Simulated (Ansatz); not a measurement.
Si2Mo under changes of volume

One of the cells (13.416 Å³/atom); the others are scaled copies at fixed shape and fractional positions:

```
CELL_PARAMETERS angstrom
-1.60000 1.60000 3.93050
1.60000 -1.60000 3.93050
1.60000 1.60000 -3.93050
ATOMIC_POSITIONS crystal
Mo 0.00000 0.00000 0.00000
Si 0.66700 0.66700 0.00000
Si 0.33300 0.33300 0.00000
```

| Property | Result |
| --- | --- |
| Program | Ansatz 0.2.0 |
| Functional | PBE |
| Potentials or basis | Ansatz PAW |
| Cutoff | 420 eV (not typed: the program's choice for these potentials) |
| k mesh | 12 × 12 × 12 |
| Occupations | fermi-dirac, width 0.05 eV |
| Spin | no spin polarisation |

```csv
volume (Å³/atom),energy over the lowest point (meV/atom),pressure (GPa),largest force (eV/Å)
12.611,?,?,?
12.879,23.40,12.0,0.213
13.148,7.73,6.8,0.247
13.416,0.21,2.2,0.279
13.684,0.00,-1.9,0.309
13.953,6.35,-5.6,0.338
14.221,18.60,-8.9,0.364
```

Question: What does the run at 12.611 Å³/atom give?

Answer: Energy over the lowest point 48.13 meV/atom; pressure 17.7 GPa; largest force 0.177 eV/Å.

Worked out: A Birch-Murnaghan fit of order 3 (a polynomial in V^(-2/3)) to the other rows has its minimum at 13.56 Å³/atom with B0 = V·E''(V) = 208 GPa and B' = 4.3 at fixed shape and positions, which overstates the stiffness. It gives 48.04 meV/atom at 12.611 Å³/atom, against the run's 48.13, and -dE/dV = 17.6 GPa, against 17.7.

Energies are extrapolated to zero smearing.
